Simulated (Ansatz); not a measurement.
**Relativity in C**

```yaml
crystal:
  lattice:
    - [1.22803, 0.70900, 3.34701]
    - [-1.22803, 0.70900, 3.34701]
    - [0.00000, -1.41800, 3.34701]
  atoms:
    - { symbol: C, position: [0.16400, 0.16400, 0.16400] }
    - { symbol: C, position: [0.83600, 0.83600, 0.83600] }
```

Atom numbers follow the list: C1, C2.

Conventional cell: a = 2.456 Å, b = 2.456 Å, c = 10.041 Å, α = 90.00°, β = 90.00°, γ = 120.00°. Around C (atom 1) lie 3 C at 1.42 Å.

The cell is COD entry 1200018, as deposited and not checked against the literature; nothing was relaxed. It is an old determination, and later ones may differ.

One fixed cell is solved with PBE by full-potential LAPW in Ansatz 0.2.0 under different relativistic treatments. Pressure is positive in compression.

Sampling and basis: a Γ-centred 17×17×17 k mesh, Fermi–Dirac smearing of 0.03 eV, basis error target 0.5 meV/atom, no spin polarisation.

Gaps under 0.4 eV may close at points that the mesh misses.

```tsv
setting	P (GPa)	gap over the k mesh and a high-symmetry path (eV)	force C2 z (eV/Å)	lowest level at Γ above −25 eV, from the valence-band top or, without a gap, the Fermi level (eV)
scalar-relativistic	4.26	?	-0.873	-19.62
non-relativistic	?	0.22	-0.874	-19.64
```

Q: Give the missing entry: row "scalar-relativistic", column "gap over the k mesh and a high-symmetry path (eV)".

A: 0.32.

Q: Fill in "P (GPa)" for the row "non-relativistic".

A: 4.43.
